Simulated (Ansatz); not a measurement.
# 1T-PdSTe monolayer in a perpendicular field, part 2 of 2

Aim: how the 1T-PdSTe monolayer screens a field along its normal, and what the field does to its bands. A positive field points along +c.

Ansatz 0.2.0; plane-wave DFT, PBE-D3(BJ), Ansatz PAW.

So far. Step 2 (Relaxing the slab): The lattice constant a goes from 3.790 to 3.743 Å.

### 3. Single point, field 0

A sawtooth potential applies the field, turning back in the middle of the vacuum. With the dipole correction the typed value is the field outside the slab. The induced dipole is small, so the SCF threshold is tight.

The cell differs from the one that the last finished run ended in (c 35.791 → 20.672 Å).

input.yaml reads:

```yaml
crystal:
  lattice:
    - [3.7429100743, 0.0, 0.0]
    - [-1.8714550372, 3.2414552084, 0.0]
    - [0.0, 0.0, 20.6719399328]
  atoms:
    - { symbol: Te, position: [0.6666666667, 0.3333333333, 0.4353727821] }
    - { symbol: Pd, position: [0.0, 0.0, 0.5070486011] }
    - { symbol: S, position: [0.3333333333, 0.6666666667, 0.5646272179] }
kpoints:
  mp_grid: { grid: [12, 12, 1] }
  band_path:
    path: [[0, 0, 0], [0.5, 0, 0], [0.33333333, 0.33333333, 0], [0, 0, 0]]
    npoints: 16
hamiltonian:
  xc: pbe
  dispersion: d3bj
scf:
  occupations: { method: fermi_dirac, width: 0.02585 }
  convergence: { dr2_threshold: 1.0e-10 }
efield:
  axis: 3
  dipole_correction: true
  ramp_position: 0.97
  ramp_width: 0.06
  amplitude: 0
output:
  dos: { projected: true, e_range: [-6, 5] }
  write_potential: true
  write_density: true
  volumetric_format: npy
  elf: true
```

Started as:

```sh
$ ansatz run input.yaml --threads 2 --pin off --max-ram 3072MiB --backend cpu --events-out ev --progress --plain --runs-dir out
```

Numbers of over 12 decimals in the logs are rounded to 6 here.

Output:

```text
[...]
Crystal: 3 atoms, lattice volume = 250.802 Å³
Basis set: ecut = 420 eV, 4929 PW (Γ)
Bands: 24, of which v1, the nominal top of the filled ones, is band 20 counted from 1 (19 counted from 0)
Symmetry: 6 space group operations
[...]
k-points: 19 of 144 (time reversal used)
[...]
SCF iter   1: F=—  HF=-14856.191119 eV  |F-HF|=—  |Δ(HF+E_count)|=         —  Δρ=2.27e-3  dr2=1.78e-2  ethr=1.77e-3  p=-0.104 e·Å  D=-7.49e-2 V/Å  ΔV_dip=1.55 eV  dr2_dipole=3.79e-5  V_vac-E_F(+/−)=5.98/4.43 eV  ⟨swp⟩=10.4  Hψ=2748  notcnv=0
efield: sawtooth ramp at fractional position 0.9700 (set: `efield.ramp_position`, or a place that a band, a saddle search or an elastic batch's reference lends), width 0.0600; the density the first Hamiltonian is built on has a dipole p = -0.104 e·Å; the dipole correction subtracts the counter field D = -7.49e-2 V/Å, which shifts the + side's vacuum level by +1.55 eV against the − side's; the planar-averaged density in the ramp window peaks in size at 8.6e-6 e/Å³
[...]
SCF iter   2: F=—  HF=-14856.192930 eV  |F-HF|=—  |Δ(HF+E_count)|=   1.81e-3  Δρ=2.01e-3  dr2=1.87e-2  ethr=4.44e-5  p=-0.102 e·Å  D=-7.36e-2 V/Å  ΔV_dip=1.52 eV  dr2_dipole=2.99e-4  V_vac-E_F(+/−)=5.99/4.47 eV  ⟨swp⟩=3.7  Hψ=1188  notcnv=0
[...]
SCF iter  12: F=-14856.190707 eV  HF=-14856.190707 eV  |F-HF|=6.00e-11  |Δ(HF+E_count)|=  2.00e-11  Δρ=1.27e-7  dr2=5.88e-11  ethr=1.00e-12  p=-0.101 e·Å  D=-7.28e-2 V/Å  ΔV_dip=1.51 eV  dr2_dipole=1.81e-12  V_vac-E_F(+/−)=5.92/4.41 eV  ⟨swp⟩=1.6  Hψ=1200  notcnv=0
SCF 1 converged in 12 iterations: F = -14856.190707 eV  dr2 = 5.88e-11
[...]
NSCF: frozen V_eff on 49 k-points
efield: sawtooth ramp at fractional position 0.9700 (kept from the solve that this one continues, or follows in the run), width 0.0600; the density the first Hamiltonian is built on has a dipole p = -0.101 e·Å; the dipole correction subtracts the counter field D = -7.28e-2 V/Å, which shifts the + side's vacuum level by +1.51 eV against the − side's; the planar-averaged density in the ramp window peaks in size at 4.4e-6 e/Å³
WARN: The output density's exchange-correlation potential varies sharply where the density is thin. Do not read a vacuum level from v_tot or v_xc, or from such a field of the output density. On a cell that repeats whose density bears no net charge and no dipole along the vacuum's axis use v_es (v_loc + v_h of the components); under efield.dipole_correction with no amplitude use v_es + v_field, which holds any externa [...]
SCF converged after 12 iterations
Free energy (F): -14856.190707 eV
[...]
Internal energy: -14856.190662 eV  (E = F + TS)
E sigma→0 (E₀):  -14856.190684 eV
Entropy (-TS):   -0.000045 eV (-0.015 meV/atom)
Fermi energy:    -0.938663 eV
Dipole field:    D = -0.072805 V/Å  (p = -0.100909 e·Å, saw-weighted, corrected)
Work function:   Φ+ = 5.9178 eV   Φ− = 4.4128 eV
Levels:          The Fermi level and band energies are counted from a zero that moves with the ramp; work functions are not
[...]
--- Band table (eV; the first three rows and the last of 19) ---
  k-point 0: bands = [... 16 lower, -3.0505, -1.7076, -1.0882, -1.0882, 1.1448, 1.1448, 2.8212, 3.9367]
  k-point 1: bands = [... 16 lower, -3.0760, -1.7184, -1.2641, -1.1413, 0.6701, 1.0403, 2.9498, 4.1274]
  k-point 2: bands = [... 16 lower, -3.2375, -1.9843, -1.3396, -1.3331, -0.1932, 0.8457, 3.2758, 4.5105]
  k-point 18: bands = [... 16 lower, -4.2821, -3.3428, -2.9289, -2.5784, -0.7930, 0.3462, 4.5312, 5.6548]
```

The job ended after 14 s (2 threads of Arm Neoverse V1, shared host; peak memory 0.52 GiB).

Numbers from this step:

```yaml
dipole_along_the_normal: -0.1009 e·Å
gap_along_the_path: 0.2952 eV
smallest_direct_gap_along_the_path: 0.8876 eV
step_between_the_vacuum_levels: 1.505 eV
ionisation_energy_upper_face: 6.067 eV
electron_affinity_upper_face: 5.772 eV
ionisation_energy_lower_face: 4.562 eV
gap_the_smaller_of_path_and_mesh: 0.2952 eV
```

Running mean over a fixed 2.7 Å (it still follows the layers) of the planar mean; the ramp of the sawtooth is left out. Table of electron's electrostatic potential energy less the Fermi level by z:

z (Å), electron's electrostatic potential energy less the Fermi level (eV) and a bar from the least value:
```
     2.87       4.41 ##########################
     3.30       4.41 ##########################
     3.73       4.41 ##########################
     4.02       4.41 ##########################
     4.45       4.41 ##########################
     4.88       4.41 ##########################
     5.31       4.40 ##########################
     5.74       4.37 ##########################
     6.03       4.31 ##########################
     6.46       4.10 ##########################
     6.89       3.40 ########################
     7.32       2.29 #####################
     7.75       1.54 ###################
     8.18       0.46 #################
     8.47      -0.63 ##############
     8.90      -2.49 ##########
     9.33      -4.38 #####
     9.76      -5.41 ###
    10.19      -6.06 #
    10.48      -6.55 
    10.91      -6.51 
    11.34      -5.04 ####
    11.77      -2.87 #########
    12.20      -0.51 ###############
    12.49       0.91 ##################
    12.92       2.81 #######################
    13.35       4.43 ##########################
    13.78       5.48 #############################
    14.21       5.80 ##############################
    14.64       5.89 ##############################
    14.93       5.90 ##############################
    15.36       5.91 ##############################
    15.79       5.92 ##############################
    16.22       5.92 ##############################
    16.65       5.92 ##############################
    16.94       5.92 ##############################
    17.37       5.92 ##############################
    17.80       5.92 ##############################
```

The density of states has structure finer than the step of the table below, so its rows give means over 0.2 eV, whole bins alone (the curve runs from -6 to 2.13 eV). Peaks (eV: height): -5.31: 15.5, -4.98: 13.2, -4.10: 7.60, -3.71: 14.3, -3.63: 7.26, -2.03: 7.27, 1.31: 8.09.

Table of density of states by energy, zero at the Fermi level of the run, which the smearing sets inside the gap; means over each step:

energy (eV), density of states (states/eV a cell) and a bar:
```
     -5.8        1.3 ######
     -5.6        1.8 ########
     -5.4        4.1 ##################
     -5.2        3.3 ##############
     -5.0        6.9 ##############################
     -4.8        3.5 ###############
     -4.6        4.6 ####################
     -4.4        2.9 #############
     -4.2        1.6 #######
     -4.0        5.3 #######################
     -3.8        4.9 #####################
     -3.6        6.4 ############################
     -3.4        1.8 ########
     -3.2        1.7 #######
     -3.0        2.1 #########
     -2.8        4.1 ##################
     -2.6        4.1 ##################
     -2.4        2.5 ###########
     -2.2        1.9 ########
     -2.0        3.9 #################
     -1.8        2.0 #########
     -1.6        2.0 #########
     -1.4        3.6 ################
     -1.2        2.7 ############
     -1.0        2.3 ##########
     -0.8        1.9 ########
     -0.6        1.7 #######
     -0.4        2.4 ###########
     -0.2        0.7 ###
      0.0        0.0 
      0.2        0.8 ####
      0.4        1.2 #####
      0.6        3.6 ################
      0.8        1.8 ########
      1.0        1.6 #######
      1.2        3.1 ##############
      1.4        3.9 #################
      1.6        2.3 ##########
      1.8        0.7 ###
      2.0        0.4 ##
```

Projected DOS per atom over height of the atomic layer and energy from the Fermi level. Layers: Te Pd S from below.

Values in states/eV, 22 rows by 3 columns, each cell a mean:
```
0.21 0.07 0.07
1.00 0.41 0.54
1.60 0.86 1.17
0.70 0.42 0.58
0.86 0.60 0.88
0.16 0.12 0.20
0.41 0.12 0.85
0.58 0.23 0.99
0.76 0.37 1.09
0.95 0.76 1.49
0.65 0.49 0.77
1.23 1.02 0.98
0.90 1.46 0.64
0.71 2.39 0.46
0.13 1.19 0.21
0.38 3.83 0.65
0.65 2.69 1.24
0.74 1.12 0.35
0.92 2.17 0.81
0.75 3.48 1.26
1.26 1.82 0.57
0.50 0.37 0.22
```
Columns: height of the atomic layer (Å) from 9 to 11.7 (not evenly spaced); rows upwards: energy from the Fermi level (eV) from -5.96 to 2.14.

Electronic bands along the path, in eV, zero at the Fermi level of the run, which the smearing sets inside the gap:

| point | band 17 | band 18 | band 19 | band 20 | band 21 | band 22 | band 23 | band 24 |
| --- | --- | --- | --- | --- | --- | --- | --- | --- |
| Γ | -2.11 | -0.77 | -0.15 | -0.15 | 2.08 | 2.08 | 3.76 | 4.88 |
| halfway | -2.57 | -1.47 | -0.78 | -0.63 | 0.42 | 1.66 | 4.65 | 5.40 |
| M | -3.10 | -2.55 | -1.99 | -1.63 | 1.24 | 1.65 | 4.27 | 5.45 |
| halfway | -3.09 | -2.78 | -2.00 | -1.42 | 0.61 | 1.34 | 5.00 | 6.70 |
| K | -3.34 | -2.40 | -1.99 | -1.64 | 0.15 | 1.28 | 5.47 | 6.59 |
| halfway | -2.69 | -1.60 | -1.43 | -0.45 | 0.70 | 0.97 | 4.92 | 6.16 |
| Γ | -2.11 | -0.77 | -0.15 | -0.15 | 2.08 | 2.08 | 3.76 | 4.88 |

ELF in the ca plane at fractional y = 0.000, with atoms of Pd within 0.2 Å of it. It is the smooth field of the valence electrons, not physical close to the nuclei.

Ten even steps from '0' (0.00) to '9' (0.70), each cell a mean:
```
00000000000000012247667521000000000000000000
00000000000001234435675322100000000000000000
00000000000124677653333455421000000000000000
00000000001357987764224788753100000000000000
00000000001479987665226899974200000000000000
00000000001368987765225899863100000000000000
00000000000246787764323677532000000000000000
00000000000012455544553333210000000000000000
00000000000000123346776421000000000000000000
00000000000000012257548621000000000000000000
```
Columns run along c (16.0 Å, from fractional 0.15 to 0.92 of the cell), rows up along a (3.7 Å). Atoms in or near the plane, at fractional coordinates: Pd at (0.51, 0.00).

Electrostatic potential energy in the ca plane at fractional y = 0.000, with atoms of Pd within 0.2 Å of it. With pseudopotentials it is smooth inside the atoms' cores, unlike the true potential.

Ten even steps from '0' (-30 eV) to '9' (5 eV), each cell a mean:
```
99999999999999999999872000179999999999999999
99999999999999999999885101589999999999999999
99999999999999999988887656889999999999999999
99999999999999999987677888888999999999999999
99999999999999999876567898888899999999999999
99999999999999999886567888888999999999999999
99999999999999999987777778888999999999999999
99999999999999999998886423689999999999999999
99999999999999999999873000279999999999999999
99999999999999999999871000069999999999999999
```
Columns run along c (16.0 Å, from fractional 0.08 to 0.86 of the cell; values clipped at the 3rd and 97th percentile), rows up along a (3.7 Å). Atoms in or near the plane, at fractional coordinates: Pd at (0.51, 0.00).

Valence density in the ca plane at fractional y = 0.000, with atoms of Pd within 0.2 Å of it. It is the smooth field of the valence electrons, not physical close to the nuclei.

Values in e/Å³, 6 rows by 16 columns, each cell a mean:
```
 0  0  0  0  0  0  1  8  2  0  0  0  0  0  0  0
 0  0  0  0  0  0  0  1  0  0  0  0  0  0  0  0
 0  0  0  0  0  0  0  0  0  0  0  0  0  0  0  0
 0  0  0  0  0  0  0  0  0  0  0  0  0  0  0  0
 0  0  0  0  0  0  0  2  1  0  0  0  0  0  0  0
 0  0  0  0  0  0  1 10  3  0  0  0  0  0  0  0
```
Columns run along c (16.0 Å, from fractional 0.15 to 0.92 of the cell), rows up along a (3.7 Å). Atoms in or near the plane, at fractional coordinates: Pd at (0.51, 0.00).

The gap is 0.30 eV, with the valence edge 6.07 eV and the conduction edge 5.77 eV under the upper vacuum level. Spin-orbit coupling, left out in this run, matters for the bands of elements this heavy.

### 4. Single point, field 0.1 V/Å

input.yaml: that of step 3 with these lines changed.

```diff
@@ -25,5 +25,4 @@
   ramp_width: 0.06
-  amplitude: 0
+  amplitude: 0.1
 output:
-  dos: { projected: true, e_range: [-6, 5] }
   write_potential: true
@@ -31,2 +30 @@
   volumetric_format: npy
-  elf: true
```

Output:

```text
[...]
Crystal: 3 atoms, lattice volume = 250.802 Å³
Basis set: ecut = 420 eV, 4929 PW (Γ)
Bands: 24, of which v1, the nominal top of the filled ones, is band 20 counted from 1 (19 counted from 0)
Symmetry: 6 space group operations
[...]
k-points: 19 of 144 (time reversal used)
[...]
--- Band table (eV; the first three rows and the last of 19) ---
  k-point 0: bands = [... 16 lower, -3.0769, -1.7174, -1.1037, -1.1037, 1.1265, 1.1265, 2.6044, 3.6671]
  k-point 1: bands = [... 16 lower, -3.1008, -1.7332, -1.2766, -1.1569, 0.6519, 1.0220, 2.7235, 3.8234]
  k-point 2: bands = [... 16 lower, -3.2584, -2.0056, -1.3554, -1.3441, -0.2110, 0.8275, 3.0388, 4.1790]
  k-point 18: bands = [... 16 lower, -4.2989, -3.3574, -2.9491, -2.5929, -0.8108, 0.3283, 4.4878, 5.5894]
[key lines of the parts left out:]
SCF converged after 13 iterations
Free energy (F): -14856.182322 eV
Fermi energy:    -0.955319 eV
Dipole field:    D = -0.048171 V/Å  (p = -0.066766 e·Å, saw-weighted, corrected)
```

Wall time 15 s (2 threads); peak memory 0.48 GiB.

The dipole is -0.0668 e·Å, 0.0341 e·Å from its value without field, and the gap 0.293 eV.

### 5. Atoms held, field -0.1 V/Å

input.yaml: that of step 4 with these lines changed.

```diff
@@ -25,3 +25,3 @@
   ramp_width: 0.06
-  amplitude: 0.1
+  amplitude: -0.1
 output:
```

Output:

```text
[...]
Crystal: 3 atoms, lattice volume = 250.802 Å³
Basis set: ecut = 420 eV, 4929 PW (Γ)
Bands: 24, of which v1, the nominal top of the filled ones, is band 20 counted from 1 (19 counted from 0)
Symmetry: 6 space group operations
[...]
k-points: 19 of 144 (time reversal used)
[...]
--- Band table (eV; the first three rows and the last of 19) ---
  k-point 0: bands = [... 16 lower, -3.0253, -1.6992, -1.0739, -1.0739, 1.1619, 1.1619, 3.0025, 4.1323]
  k-point 1: bands = [... 16 lower, -3.0525, -1.7050, -1.2527, -1.1270, 0.6871, 1.0574, 3.1428, 4.3299]
  k-point 2: bands = [... 16 lower, -3.2179, -1.9642, -1.3251, -1.3235, -0.1767, 0.8626, 3.4828, 4.5929]
  k-point 18: bands = [... 16 lower, -4.2666, -3.3293, -2.9099, -2.5651, -0.7764, 0.3628, 4.5722, 5.7154]
[key lines of the parts left out:]
SCF converged after 13 iterations
Free energy (F): -14856.202502 eV
Fermi energy:    -0.923230 eV
Dipole field:    D = -0.097398 V/Å  (p = -0.134995 e·Å, saw-weighted, corrected)
```

Elapsed: 15 s, on 2 threads; peak memory 0.48 GiB; 29 s of CPU time.

The dipole is -0.135 e·Å, -0.0341 e·Å from its value without field, and the gap 0.298 eV.

### 6. Response, atoms held

This step: plane-wave DFT, PBE-D3(BJ), Ansatz PAW; response to a field along the normal, atoms held (Ansatz 0.2.0).

The dipoles give the slope, and the difference of two potentials shows where the field is screened.

This step gave:

| Item | Value |
| --- | --- |
| equivalent conductor thickness p/(ε₀AE) | 5.088 Å |
| distance between the outer atoms | 2.672 Å |

Dipole of the cell against applied field:

| applied field (V/Å) | dipole of the cell (e·Å) |
| --- | --- |
| -0.1000 | -0.135 |
| 0.0000 | -0.101 |
| 0.1000 | -0.0668 |

Local field over the applied field, running mean. From the potentials at -0.1 and 0.1 V/Å; running mean over 2.5 Å. The local field over applied field by z:

```
z (Å)  local field over applied field
 4.02                           0.998
 4.31                           0.997
 4.74                           0.993
 5.02                           0.987
 5.46                           0.972
 5.74                           0.953
 6.03                           0.924
 6.46                           0.852
 6.75                           0.781
 7.03                           0.694
 7.46                           0.548
 7.75                           0.448
 8.18                           0.302
 8.47                           0.213
 8.76                           0.137
 9.19                          0.0570
 9.47                          0.0279
 9.76                          0.0125
10.19                         0.00506
10.48                          0.0114
10.91                          0.0388
11.20                          0.0756
11.48                           0.132
11.92                           0.251
12.20                           0.344
12.49                           0.445
12.92                           0.598
13.21                           0.696
13.64                           0.825
13.92                           0.889
14.21                           0.933
14.64                           0.971
14.93                           0.984
15.22                           0.991
15.65                           0.996
15.93                           0.998
16.37                           0.999
16.65                           1.000
```

Electrons, planar mean, per unit field. Table of induced electron density by z:

z (Å), induced electron density (e/Å³ per V/Å) and a bar from the least value:
```
     4.02    0.00001 ###############
     4.45    0.00002 ###############
     4.88    0.00005 ################
     5.31    0.00011 ################
     5.74    0.00023 ################
     6.17    0.00049 ##################
     6.60    0.00100 ####################
     7.03    0.00189 ########################
     7.46    0.00297 #############################
     7.90    0.00316 ##############################
     8.33    0.00152 ######################
     8.76    0.00089 ###################
     9.19    0.00046 #################
     9.62    0.00033 #################
    10.05   -0.00007 ###############
    10.62   -0.00046 #############
    11.05   -0.00026 ##############
    11.48   -0.00085 ###########
    11.92   -0.00137 #########
    12.35   -0.00317 #
    12.78   -0.00329 
    13.21   -0.00201 ######
    13.64   -0.00097 ###########
    14.07   -0.00043 #############
    14.50   -0.00018 ##############
    14.93   -0.00007 ###############
    15.36   -0.00003 ###############
    15.79   -0.00001 ###############
    16.22    0.00000 ###############
    16.65    0.00000 ###############
```

The smaller of the gaps on the path and on the k-mesh, counted as 0 under 0.03 eV. Table of gap by applied field:

| applied field (V/Å) | gap (eV) |
| --- | --- |
| -0.1000 | 0.298 |
| 0.0000 | 0.295 |
| 0.1000 | 0.293 |

By hand: between -0.1 and 0.1 V/Å the dipole changes by 0.06823 e·Å, a slope of 0.3411 e·Å²/V. A perfect conductor of thickness t has p = ε₀AEt, so t = 180.95 × 0.3411 / 12.132 = 5.09 Å (e/ε₀ = 180.95 V·Å, A in Å²).

The induced dipole is that of a conductor 5.09 Å thick.

### 7. Outcome

| Property | Result |
| --- | --- |
| gap without field | 0.295 eV |
| ionisation energy, upper face | 6.07 eV |
| electron affinity, upper face | 5.77 eV |
| step between the vacuum levels | 1.51 eV |
| equivalent conductor thickness, atoms held | 5.09 Å |

**Reading.** The induced dipole equals that of a perfect conductor 5.09 Å thick, while the outer atoms lie 2.67 Å apart; an out-of-plane ε follows only once a thickness t is chosen, by 1 − 1/ε = 5.09 Å / t. The two faces differ: the vacuum level above lies 1.51 eV higher than the one below. The gap stays within 0.01 eV of 0.30 eV over the fields run, up to 0.1 V/Å in size. Semilocal functionals give gaps that are too small, and excitons are not included. Spin-orbit coupling is left out, which matters for the bands of elements this heavy.

[Logs are printed without paths, hosts, clocks, repeated set-up lines and the standing remarks that a program may print on its own settings, such as how far it seeks lower states.]

[Hosts, paths, dates, database ids (printed as entryN), source tags and the programs' standing remarks are cut or masked in the printed files.]

[Maps of the electrostatic potential energy from Ansatz leave out the sawtooth potential of an applied field or a dipole correction, so their vacuum need not be flat; planar profiles and work functions include it.]

[The density of states shown here was stored with 400 of the rows of the run's finer table, so its peaks can read low, often by over a quarter, or be missed, and its means over a window can be off by a tenth or more.]
